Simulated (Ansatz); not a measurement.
**MgTe (F-43m): the band gap by level of theory**

All numbers come from Ansatz 0.2.0. The values are computed, non-magnetic, and not measurements.

The cell is MgTe (F-43m) from a database structure; cell and atoms were relaxed with r2SCAN. Mg is surrounded by 4 Te at 2.80 Å; Te is surrounded by 4 Mg at 2.80 Å.

Space group F-43m (No. 216). a = 6.466 Å, b = 6.466 Å, c = 6.466 Å, α = 90.00°, β = 90.00°, γ = 90.00°

| atom | site | symmetry | x | y | z |
| --- | --- | --- | --- | --- | --- |
| Mg | 4a | -43m | 0.0000 | 0.0000 | 0.0000 |
| Te | 4c | -43m | 0.2500 | 0.2500 | 0.2500 |

Band edges at fixed r2SCAN geometry:
```json
{"level": "LDA", "k mesh": "8×8×8", "gap (eV)": "2.18", "kind": "direct", "edges": "Γ", "least direct gap (eV)": "2.18", "rough cost": "3 core-seconds"}
{"level": "PBE", "k mesh": "8×8×8", "gap (eV)": "2.42", "kind": "direct", "edges": "Γ", "least direct gap (eV)": "2.42", "rough cost": "6 core-seconds"}
{"level": "PBE+SOC", "k mesh": "8×8×8", "gap (eV)": "2.15", "kind": "direct", "edges": "Γ", "least direct gap (eV)": "2.15", "rough cost": "18 core-seconds"}
{"level": "r2SCAN", "k mesh": "8×8×8", "gap (eV)": "3.10", "kind": "direct", "edges": "Γ", "least direct gap (eV)": "3.10", "rough cost": "8 core-seconds"}
{"level": "HSE06", "k mesh": "6×6×6", "gap (eV)": "3.27", "kind": "direct", "edges": "Γ", "least direct gap (eV)": "3.27", "rough cost": "100 core-seconds"}
{"level": "HSE06+SOC", "k mesh": "4×4×4", "gap (eV)": "2.99", "kind": "direct", "edges": "Γ", "least direct gap (eV)": "2.99", "rough cost": "2.4 core-minutes"}
{"level": "DDH-PBE0", "k mesh": "6×6×6", "gap (eV)": "3.48", "kind": "direct", "edges": "Γ", "least direct gap (eV)": "3.48", "rough cost": "110 core-seconds"}
{"level": "PBE0", "k mesh": "6×6×6", "gap (eV)": "3.90", "kind": "direct", "edges": "Γ", "least direct gap (eV)": "3.90", "rough cost": "100 core-seconds"}
{"level": "LC-ωPBE", "k mesh": "6×6×6 alone", "gap (eV)": "7.76", "kind": "direct", "edges": "Γ", "least direct gap (eV)": "7.76", "rough cost": "60 core-seconds"}
{"level": "Hartree-Fock", "k mesh": "6×6×6", "gap (eV)": "8.77", "kind": "indirect", "edges": "Γ → X", "least direct gap (eV)": "9.00", "rough cost": "110 core-seconds"}
{"level": "G0W0@PBE (201 empty bands, 120 eV, 4×4×4)", "k mesh": "4×4×4", "gap (eV)": "3.60", "kind": "–", "edges": "Γ (mesh)", "least direct gap (eV)": "–", "rough cost": "60 core-seconds"}
{"level": "G0W0@PBE (500 empty bands, 220 eV, 4×4×4)", "k mesh": "4×4×4", "gap (eV)": "3.64", "kind": "–", "edges": "Γ (mesh)", "least direct gap (eV)": "–", "rough cost": "9 core-minutes"}
```
PBE: smearing of 0.02 eV; the others have fixed occupations.
Wave cutoffs: 420 eV, 500 eV (r2SCAN).
A mesh marked alone had no extra points solved.
The G0W0 gap is PBE's gap over the path plus the quasiparticle shift read on the mesh. G0W0 values are finite-basis, finite-mesh values.
Costs come from shared machines and give only the order; PBE's includes the band path. The runs had 2 threads of Arm Neoverse V2, with other jobs on the host.

With HSE06 the gap is 3.27 eV and direct, at Γ. Spin-orbit coupling changes the PBE gap by -0.26 eV, to 2.15 eV; at Γ the threefold valence level splits into a fourfold and a twofold level 0.84 eV apart, the fourfold one on top.

Set against the finite-basis gap of 3.64 eV from G0W0@PBE (500 empty bands, 220 eV, 4×4×4), the closest functional is DDH-PBE0, which differs by -0.16 eV, at about 13 times r2SCAN's cost; G0W0 itself took about 70 times r2SCAN's cost. The others: PBE0 +0.26, HSE06 -0.37, r2SCAN -0.54, PBE -1.22, LDA -1.46, LC-ωPBE +4.12, Hartree-Fock +5.13 eV. The yardstick's own error is a tenth of an eV or more. r2SCAN covers 81 % of the step from PBE to HSE06, while HSE06 needs about 11 times r2SCAN's cost (on a coarser mesh). The levels disagree on the kind of gap: direct with LDA, PBE, PBE+SOC, r2SCAN, HSE06, HSE06+SOC, DDH-PBE0, PBE0, LC-ωPBE; indirect with Hartree-Fock.

r2SCAN (ground state on 6×6×6): ε∞: 4.96 in all directions. Born charges, averaged over directions: Mg +1.92, Te -1.92 e. PBE (ground state on 6×6×6): The electronic dielectric tensor ε∞ is 5.51 in all directions. Born charges, averaged over directions: Mg +1.92, Te -1.92 e.

Only the levels marked +SOC include spin-orbit coupling.

The meshes of the hybrids are coarse, so their gaps aren't converged to the digits shown.
